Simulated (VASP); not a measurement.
# Mg (I4/mmm) in VASP: notebook, part 2 of 2

VASP 6.6.1. Earlier steps stand in the parts before.

## 3. Relaxation of the atoms, HSEsol+D4 (cell strained at random at fixed volume)

POSCAR reads:

```
Mg
1.0
   -1.7997640000      1.8355850000      1.6481150000
    1.8430090000     -1.8664150000      1.7290980000
    1.7899310000      1.8565820000     -1.6818200000
Mg
1
Direct
   -0.0162650000     -0.0175250000      0.0088770000
```

INCAR.step1 reads:

```
SYSTEM = Mg
PREC     = Accurate       ! precision mode
ENCUT    = 520            ! plane-wave cutoff, eV
EDIFF    = 1E-5           ! SCF threshold, eV
ISMEAR   = 0              ! smearing method
SIGMA    = 0.1            ! smearing width, eV
LREAL    = .False.        ! projectors in reciprocal space
LASPH    = .True.         ! aspherical terms in the spheres
NELM     = 80             ! most SCF steps
ALGO     = Normal         ! electronic algorithm
LWAVE    = .True.         ! write WAVECAR
LCHARG   = .False.        ! write CHGCAR
GGA      = PE             ! functional
```

INCAR.step2 reads:

```
SYSTEM = Mg
PREC     = Accurate       ! precision mode
ENCUT    = 520            ! plane-wave cutoff, eV
EDIFF    = 1E-6           ! SCF threshold, eV
ISMEAR   = 0              ! smearing method
SIGMA    = 0.1            ! smearing width, eV
LREAL    = .False.        ! projectors in reciprocal space
LASPH    = .True.         ! aspherical terms in the spheres
NELM     = 80             ! most SCF steps
ALGO     = Normal         ! electronic algorithm
ISIF     = 2              ! what is computed and relaxed
LWAVE    = .False.        ! write WAVECAR
LCHARG   = .False.        ! write CHGCAR
GGA      = PS             ! functional
LHFCALC  = .True.         ! exact exchange
HFSCREEN = 0.2            ! screening, 1/A
PRECFOCK = Fast         
IVDW     = 13             ! dispersion correction
VDW_S6   = 1.0          
VDW_S8   = 1.82207807   
VDW_A1   = 0.45646268   
VDW_A2   = 5.59662251   
IBRION   = 2              ! ionic algorithm
NSW      = 60             ! ionic steps
EDIFFG   = -0.005         ! ionic threshold
ISTART   = 1
```

KPOINTS reads:

```
Automatic mesh
0
Gamma
  6 6 6
  0 0 0
```

Potentials or basis: VASP PAW PBE potentials, release 64 (Mg).

Command:

```bash
$ cat potpaw_PBE.64/Mg/POTCAR > POTCAR
$ cp INCAR.step1 INCAR
$ mpirun -np 1 vasp_std > vasp.out
$ cp INCAR.step2 INCAR
$ mpirun -np 1 vasp_std > vasp.out
```

OUTCAR:

```text
SYSTEM = Mg
   PREC = Accurate
   ENCUT = 520
   EDIFF = 1E-6
   ISMEAR = 0
   LREAL = .False.
   LASPH = .True.
   NELM = 80
   ISIF = 2
   GGA = PS
   LHFCALC = .True.
   HFSCREEN = 0.2
   PRECFOCK = Fast
   IVDW = 13
   IBRION = 2
   NSW = 60
   EDIFFG = -0.005
   ISTART = 1

 ion  position               nearest neighbor table
   1  0.984  0.982  0.009-

  LATTYP: Found a triclinic cell.
 ALAT       =     8.1688527201
 B/A-ratio  =     0.6358712970
 C/A-ratio  =     0.3786652607
 COS(alpha) =     0.0034982628
 COS(beta)  =     0.2682493164
 COS(gamma) =     0.9487076446

  Lattice vectors:

 A1 = (  -7.2757130000,   3.7118330000,  -0.1282610000)
 A2 = (  -3.6427730000,   3.7020000000,  -0.0809830000)
 A3 = (  -1.8331760000,  -1.8257520000,  -1.6953930000)

Analysis of symmetry for initial positions (statically):
=====================================================================
 Subroutine PRICEL returns:
 Original cell was already a primitive cell.

 Routine SETGRP: Setting up the symmetry group for a
 triclinic supercell.

 Subroutine GETGRP returns: Found  2 space group operations
 (whereof  1 operations were pure point group operations)
 out of a pool of  2 trial point group operations.

The static configuration has the point symmetry C_1 .
 The point group associated with its full space group is S_2 .

Analysis of symmetry for dynamics (positions and initial velocities):
=====================================================================
 Subroutine PRICEL returns:
 Original cell was already a primitive cell.

 Routine SETGRP: Setting up the symmetry group for a
 triclinic supercell.

 Subroutine GETGRP returns: Found  2 space group operations
 (whereof  1 operations were pure point group operations)
 out of a pool of  2 trial point group operations.

The dynamic configuration has the point symmetry C_1 .
 The point group associated with its full space group is S_2 .

 Subroutine INISYM returns: Found  2 space group operations
 (whereof  1 operations are pure point group operations),
 and found     1 'primitive' translations

----------------------------------------------------------------------------------------

                                     Primitive cell

  volume of cell :      22.6442

  direct lattice vectors                    reciprocal lattice vectors
    -1.799764000  1.835585000  1.648115000    -0.003145981  0.273561493  0.298639721
     1.843009000 -1.866415000  1.729098000     0.271459792  0.003394557  0.292657104
     1.789931000  1.856582000 -1.681820000     0.276007923  0.271569087 -0.001055156

  length of vectors
     3.053654499  3.141650366  3.078842026     0.405007989  0.399186826  0.387209576

  position of ions in fractional coordinates (direct lattice)
     0.983735000  0.982475000  0.008877000

  ion indices of the primitive-cell ions
   primitive index   ion index
                 1           1

----------------------------------------------------------------------------------------

 KPOINTS: Automatic mesh

[... 46 lines left out ...]
  0.333333  0.000000  0.166667      2.000000
  0.500000  0.000000  0.166667      2.000000
 [... further k-points ...]
   k-points           NKPTS =    112   k-points in BZ     NKDIM =    216   number of bands    NBANDS=      5
   number of dos      NEDOS =    301   number of ions     NIONS =      1
   total plane-waves  NPLWV =  13824
   dimension x,y,z NGX =    24 NGY =   24 NGZ =   24
   dimension x,y,z NGXF=    48 NGYF=   48 NGZF=   48
   ions per type =               1
   NGX,Y,Z   is equivalent  to a cutoff of  13.07, 12.70, 12.96 a.u.
   NGXF,Y,Z  is equivalent  to a cutoff of  26.13, 25.40, 25.92 a.u.
 SYSTEM =  Mg
   PREC   = accura    normal or accurate (medium, high low for compatibility)
   ISTART =      1    job   : 0-new  1-cont  2-samecut
   ICHARG =      0    charge: 1-file 2-atom 10-const
   ISPIN  =      1    spin polarized calculation?
   LNONCOLLINEAR =      F non collinear calculations
   LSORBIT =      F    spin-orbit coupling
   LASPH  =      T    aspherical Exc in radial PAW
   ENCUT  =  520.0 eV  38.22 Ry    6.18 a.u.   5.68  5.84  5.72*2*pi/ulx,y,z
   NELM   =     80;   NELMIN=  2; NELMDL=  0     # of ELM steps
   EDIFF  = 0.1E-05   stopping-criterion for ELM
   LREAL  =      F    real-space projection
   EDIFFG = -.5E-02   stopping-criterion for IOM
   NSW    =     60    number of steps for IOM
   IBRION =      2    ionic relax: 0-MD 1-quasi-New 2-CG
   NFREE  =      1    steps in history (QN), initial steepest desc. (CG)
   ISIF   =      2    stress and relaxation
   ISYM   =      3    0-nonsym 1-usesym 2-fastsym
   POTIM  = 0.5000    time-step for ionic-motion
   TEBEG  =    0.0;   TEEND  =   0.0 temperature during run
   PSTRESS=    0.0 pullay stress
   NELECT =       2.0000    total number of electrons
   NUPDOWN=      -1.0000    fix difference up-down
   EMIN   =  10.00;   EMAX   =-10.00  energy-range for DOS
   EFERMI =   0.00;   METHOD = LEGACY
   ISMEAR =     0;   SIGMA  =   0.10  broadening in eV -4-tet -1-fermi 0-gaus
   EFERMI_NEDOS =   21; number of points for ismear=-14 and -15
   IALGO  =     38    algorithm
   IMIX   =      1    mixing-type and parameters
     AMIX     =   0.40;   BMIX     =  1.00
     AMIX_MAG =   1.60;   BMIX_MAG =  1.00
  volume/ion in A,a.u.               =      22.64       152.81
  Fermi-wavevector in a.u.,A,eV,Ry     =   0.729065  1.377732  7.231974  0.531535
  Thomas-Fermi vector in A             =   1.820694
   LORBIT       =      0    0 simple, 1 ext, 2 COOP (PROOUT), +10 PAW based schemes
   GGA     = PS    functional components
   LHFCALC =     T    Hartree Fock is set to
   PRECFOCK=fast      Normal, Fast or Accurate (Low or Medium for compatibility)
   ENCUT4O =  -1.0   cutoff for four orbital integrals eV
   NKREDX  =     1    reduce k-point grid by
   NKREDY  =     1    reduce k-point grid by
   NKREDZ  =     1    reduce k-point grid by
   AEXX    =    0.2500 exact exchange contribution
   HFSCREEN=    0.2000 screening length (either q_TF or 0.3 A-1)
   HFSCREENC=   0.2000 screening length for correlation (either q_TF or 0.3 A-1)
   ENCUTFOCK=  -1.0 apply spherical cutoff to Coloumb kernel
   IVDW    =    13    specifies the selected vdW correction
   LEPSILON=     F    determine dielectric tensor
   LRPA    =     F    only Hartree local field effects (RPA)
 conjugate gradient relaxation of ions
 non-spin polarized calculation
 Gauss-broadening in eV      SIGMA  =   0.10
  energy-cutoff  :      520.00
  volume of cell :       22.64
 maximum number of plane-waves:       618
  NGX = 14; NGY = 14; NGZ = 14

 number of electron       2.0000000 magnetization

 Free energy of the ion-electron system (eV)
  ---------------------------------------------------
  ext. energy  EPLUGINS =         0.00000000
  ---------------------------------------------------
  free energy    TOTEN  =        -1.62437818 eV

  energy without entropy =       -1.62162637  energy(sigma->0) =       -1.62300228

 E-fermi :   2.8467     XC(G=0):  -7.1448

 val. band max:        2.8193767149   @ k =   0.3333   0.3333   0.1667
 cond. band min:       2.8501003794   @ k =   0.0000   0.3333   0.3333
 fundamental gap:      0.0307236645
 Fermi energy:         2.8467373560

 k-point     1 :       0.0000    0.0000    0.0000
  band No.  band energies     occupation
      1      -5.4408      2.00000
      2      15.5800      0.00000
      3      17.0856      0.00000
      4      17.3017      0.00000
      5      17.9074      0.00000
[... 177 lines left out ...]
 k-point    24 :       0.5000    0.0000    0.1667
  band No.  band energies     occupation
      1       0.1778      2.00000
      2       4.2749      0.00000
      3       8.3637      0.00000
      4      11.4267      0.00000
      5      15.1789      0.00000

 [... further k-points ...]

------------------------ aborting loop because EDIFF is reached ----------------------------------------

  DFT-D4 for vdW energy calculation

  Edisp (eV):   -0.12352

  FORCE on cell =-STRESS in cart. coord.  units (eV):
  Direction    XX          YY          ZZ          XY          YZ          ZX
  --------------------------------------------------------------------------------------
  -------------------------------------------------------------------------------------
  Total      -0.28468    -0.36193     0.18053    -0.06189    -0.04037    -0.00779
  in kB     -20.14215   -25.60829    12.77363    -4.37896    -2.85651    -0.55090
  external pressure =      -10.99 kB  Pullay stress =        0.00 kB

 VOLUME and BASIS-vectors are now :
 -----------------------------------------------------------------------------
  energy-cutoff  :      520.00
  volume of cell :       22.64
      direct lattice vectors                 reciprocal lattice vectors
    -1.799764000  1.835585000  1.648115000    -0.003145981  0.273561493  0.298639721
     1.843009000 -1.866415000  1.729098000     0.271459792  0.003394557  0.292657104
     1.789931000  1.856582000 -1.681820000     0.276007923  0.271569087 -0.001055156

 POSITION                                       TOTAL-FORCE (eV/Angst)
 -----------------------------------------------------------------------------------
      0.05611     -0.01150      3.30517         0.000000      0.000000      0.000000
 -----------------------------------------------------------------------------------
    total drift:                                0.000002      0.000002     -0.000002

  FREE ENERGIE OF THE ION-ELECTRON SYSTEM (eV)
  ---------------------------------------------------
  free  energy   TOTEN  =        -1.7478950115 eV

  energy  without entropy=       -1.7451432051  energy(sigma->0) =       -1.74651911

 reached required accuracy - stopping structural energy minimisation
```

It took 3.3 min on 1 thread of Intel Xeon Platinum 8375C at 2.90GHz (Ice Lake), shared host; peak memory 0.25 GiB.

What came out:

| Property | Result |
| --- | --- |
| Free energy | -1.7479 eV |
| Pressure after relaxing | -1.1 GPa |
| Band gap on the k mesh | none (metal or under the smearing width) |
| Dispersion energy per atom | -0.124 eV |

Final structure:
```cif
data_structure
_symmetry_space_group_name_H-M 'P 1'
_symmetry_Int_Tables_number 1
_cell_length_a 3.0537
_cell_length_b 3.1417
_cell_length_c 3.0788
_cell_angle_alpha 108.532
_cell_angle_beta 105.961
_cell_angle_gamma 113.942
_cell_volume 22.64
loop_
_atom_site_label
_atom_site_type_symbol
_atom_site_fract_x
_atom_site_fract_y
_atom_site_fract_z
_atom_site_occupancy
Mg1 Mg 0.98373 0.98247 0.00888 1
```

Caveat: the k mesh is coarse (spacing up to 0.42 Å⁻¹), so the values aren't converged, least of all with exact exchange; the relaxation stopped at its first step, so nothing moved; the PAW data sets were made with another functional, which shifts forces and pressure a little; pairwise dispersion overbinds metals, which lowers pressure and volume.

## 4. Relaxation of cell and atoms, LDA

INCAR reads:

```
PREC = Accurate
ENCUT = 600
EDIFF = 1E-6
ISMEAR = -1
SIGMA = 0.05
LREAL = False
LASPH = True
NELM = 80
ALGO = Normal
ISIF = 3
LWAVE = False
LCHARG = False
IBRION = 2
NSW = 60
EDIFFG = -0.01
```

KPOINTS reads:

```
Automatic mesh
0
Gamma
  11 11 11
```

POSCAR reads:

```
Mg
1.0
   -1.8359916300      1.8359916300      1.6794040200
    1.8359916300     -1.8359916300      1.6794040200
    1.8359916300      1.8359916300     -1.6794040200
Mg
1
Direct
    0.0000000000      0.0000000000      0.0000000000
```

Potentials or basis: VASP PAW LDA potentials, release 64 (Mg).

Command:

```bash
$ cat potpaw_LDA.64/Mg/POTCAR > POTCAR
$ mpirun -np 1 vasp_std > vasp.out
```

Wall time 37 s (1 thread of Intel Xeon 6975P-C (Granite Rapids), shared host); peak memory 0.15 GiB.

The run converged. Its results:

- Free energy: -1.7872 eV
- Relaxed volume: 21.33 Å³/atom
- Relaxed cell: a = 3.026 Å, b = 3.026 Å, c = 3.026 Å, α = 109.48°, β = 109.48°, γ = 109.44°
- Space group after relaxing (to 0.05 Å): Im-3m (No. 229)
- Energy gained by relaxing: 10.8 meV/atom
- Ionic steps: 12
- Pressure after relaxing: 0.0 GPa
- Band gap on the k mesh: none (metal or under the smearing width)

Step by step:
```
step  energy change (eV)  largest force (eV/Å)  pressure (GPa)  volume (Å³)
   1              0.0000                0.0000           -1.90        22.64
   2             -0.0067                0.0000           -0.54        21.78
   3             -0.0072                0.0000           -0.01        21.48
   4             -0.0072                0.0000            0.03        21.46
   5             -0.0073                0.0000            0.03        21.45
   6             -0.0078                0.0000            0.03        21.43
   7             -0.0088                0.0000            0.07        21.37
   8             -0.0102                0.0000            0.20        21.24
   9             -0.0086                0.0000            0.84        20.94
  10             -0.0105                0.0000            0.32        21.17
  11             -0.0107                0.0000            0.13        21.27
  12             -0.0108                0.0000            0.00        21.33
```

Final structure:
```
Mg
1.0
    -1.74687    1.74687    1.74774
     1.74687   -1.74687    1.74774
     1.74687    1.74687   -1.74774
Mg
1
Direct
  0.00000 0.00000 0.00000
```

Levels at points of the mesh, in eV from the Fermi level:
```csv
k point,band 1,band 2,band 3,band 4,band 5
"(0.00, 0.00, 0.00)",-7.26,13.41,13.41,13.42,15.60
```

## 5. Relaxation of cell and atoms, PBE

INCAR: that of step 4 with these lines changed.

```diff
@@ -12,2 +12,3 @@
 LCHARG = False
+GGA = PE
 IBRION = 2
```

KPOINTS is that of step 4.

POSCAR is that of step 4.

Potentials or basis: VASP PAW PBE potentials, release 64 (Mg).

Command:

```bash
$ cat potpaw_PBE.64/Mg/POTCAR > POTCAR
$ mpirun -np 1 vasp_std > vasp.out
```

It took 41 s on 1 thread of Intel Xeon 6975P-C (Granite Rapids), shared host; peak memory 0.17 GiB.

Results (log left out):

* Free energy: -1.4831 eV
* Relaxed volume: 22.76 Å³/atom
* Relaxed cell: a = 3.092 Å, b = 3.092 Å, c = 3.092 Å, α = 109.44°, β = 109.44°, γ = 109.54°
* Space group after relaxing (to 0.05 Å): Im-3m (No. 229)
* Energy gained by relaxing: 3.1 meV/atom
* Ionic steps: 11
* Pressure after relaxing: 0.0 GPa
* Band gap on the k mesh: none (metal or under the smearing width)

The path:
| step | energy change (eV) | largest force (eV/Å) | pressure (GPa) | volume (Å³) |
| --- | --- | --- | --- | --- |
| 1 | 0.0000 | 0.0000 | 0.44 | 22.64 |
| 2 | -0.0004 | 0.0000 | 0.10 | 22.85 |
| 3 | -0.0005 | 0.0000 | -0.05 | 22.94 |
| 4 | -0.0005 | 0.0000 | -0.06 | 22.94 |
| 5 | -0.0008 | 0.0000 | -0.09 | 22.94 |
| 6 | -0.0015 | 0.0000 | -0.12 | 22.92 |
| 7 | -0.0026 | 0.0000 | -0.15 | 22.88 |
| 8 | -0.0027 | 0.0000 | 0.02 | 22.77 |
| 9 | -0.0031 | 0.0000 | -0.11 | 22.83 |
| 10 | -0.0025 | 0.0000 | 0.59 | 22.41 |
| 11 | -0.0031 | 0.0000 | 0.00 | 22.76 |

Final structure:
```yaml
crystal:
  lattice:
    - [-1.78609, 1.78609, 1.78375]
    - [1.78609, -1.78609, 1.78375]
    - [1.78609, 1.78609, -1.78375]
  atoms:
    - { symbol: Mg, position: [0.00000, 0.00000, 0.00000] }
```

Levels at points of the mesh, in eV from the Fermi level:
```csv
k point,band 1,band 2,band 3,band 4,band 5
"(0.00, 0.00, 0.00)",-6.98,13.06,13.09,13.09,15.09
```

## 6. The runs side by side

```tsv
task	level	potentials or basis	cell	k mesh	cutoff (eV)	smearing	optimiser	grid for exact exchange (PRECFOCK)	mesh quality	gap on the mesh (eV)	pressure (GPa)	relaxed volume (Å³/atom)
relaxation of the atoms	TPSS+D3(BJ)	VASP PAW PBE potentials, release 54 (Mg)	atoms relaxed from: volume scaled by 0.96	11 × 11 × 11	520	methfessel-paxton 0.2 eV	BFGS	-	not flagged	none	-1.3	-
relaxation of the atoms	HSEsol+D4	VASP PAW PBE potentials, release 64 (Mg)	atoms relaxed from: cell strained at random at fixed volume	6 × 6 × 6	520	gaussian 0.1 eV	-	Fast	coarse	none	-1.1	-
relaxation of cell and atoms	LDA	VASP PAW LDA potentials, release 64 (Mg)	relaxed	11 × 11 × 11	600	fermi-dirac 0.05 eV	-	-	not flagged	none	0.0	21.33
relaxation of cell and atoms	PBE	VASP PAW PBE potentials, release 64 (Mg)	relaxed	11 × 11 × 11	600	fermi-dirac 0.05 eV	-	-	not flagged	none	0.0	22.76
```

Alike in all rows: no spin polarisation.

Caveats: some runs use coarse meshes; the relaxation stopped at its first step, so nothing moved (some runs); the PAW data sets were made with another functional, which shifts forces and pressure a little (some runs); pairwise dispersion overbinds metals, which lowers pressure and volume (some runs).

Absolute energies hang on the potentials; compare differences alone.
